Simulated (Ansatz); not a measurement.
The system is ZnS (Wurtzite-2H).

```
Zn S
1.0
     3.81100    0.00000    0.00000
    -1.90550    3.30042    0.00000
     0.00000    0.00000    6.23400
Zn S
2 2
Direct
  0.66667 0.33333 0.50000
  0.33333 0.66667 0.00000
  0.66667 0.33333 0.88500
  0.33333 0.66667 0.38500
```

| Quantity | Value |
| --- | --- |
| Program | Ansatz 0.2.0 |
| Task | relaxation of cell and atoms |
| Functional | PBEsol |
| Potentials or basis | all-electron LAPW, scalar-relativistic |
| Basis error allowed | 0.002 eV/atom |
| k mesh | 8 × 8 × 5 |
| Occupations | fermi-dirac, width 0.05 eV |
| Spin | no spin polarisation |

At the start: volume 19.60 Å³/atom.

**Question.** Where does the relaxation end?

**Answer.** Over 5 steps the energy falls by 6.8 meV/atom and the volume is 19.23 Å³/atom (-1.9 %); space group P6_3mc (No. 186, to 0.05 Å).

The path:
```
step  energy change (eV)  largest force (eV/Å)  volume (Å³)
   1              0.0000                0.3062        78.41
   2             -0.0160                0.2264        77.55
   3             -0.0264                0.0716        76.82
   4             -0.0273                0.0002        76.91
   5             -0.0273                0.0002        76.91
```

Final structure:
```
Zn S
1.0
     3.78184    0.00000    0.00000
    -1.89092    3.27517    0.00000
     0.00000    0.00000    6.20912
Zn S
2 2
Cartesian
  1.8909 1.0917 3.1383
  0.0000 2.1834 0.0338
  1.8909 1.0917 5.4613
  0.0000 2.1834 2.3567
```
